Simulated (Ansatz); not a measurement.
# HfB2 under changes of volume

One of the cells (9.905 Å³/atom); the others are scaled copies at fixed shape and fractional positions:

```
CELL_PARAMETERS angstrom
3.14000 0.00000 0.00000
-1.57000 2.71932 0.00000
0.00000 0.00000 3.48000
ATOMIC_POSITIONS crystal
Hf 0.00000 0.00000 0.00000
B 0.66667 0.33333 0.50000
B 0.33333 0.66667 0.50000
```

- Program: Ansatz 0.2.0
- Functional: PBE
- Potentials or basis: Ansatz PAW
- Cutoff: 420 eV (not typed: the program's choice for these potentials)
- k mesh: 10 × 10 × 8
- Occupations: fermi-dirac, width 0.05 eV
- Spin: no spin polarisation

| volume (Å³/atom) | energy over the lowest point (meV/atom) | pressure (GPa) |
| --- | --- | --- |
| 9.311 | 36.48 | 19.2 |
| 9.509 | 16.89 | 12.6 |
| 9.707 | ? | ? |
| 9.905 | 0.00 | 1.4 |
| 10.103 | 1.34 | -3.5 |
| 10.301 | 8.43 | -7.9 |
| 10.499 | 20.72 | -11.9 |

What does the run at 9.707 Å³/atom give?

Energy over the lowest point 4.97 meV/atom; pressure 6.7 GPa.

Worked out: A Birch-Murnaghan fit of order 3 (a polynomial in V^(-2/3)) to the other rows has its minimum at 9.96 Å³/atom with B0 = V·E''(V) = 250 GPa and B' = 3.8 at fixed shape and positions, which overstates the stiffness. It gives 4.97 meV/atom at 9.707 Å³/atom, against the run's 4.97, and -dE/dV = 6.7 GPa, against 6.7.

Energies are extrapolated to zero smearing.
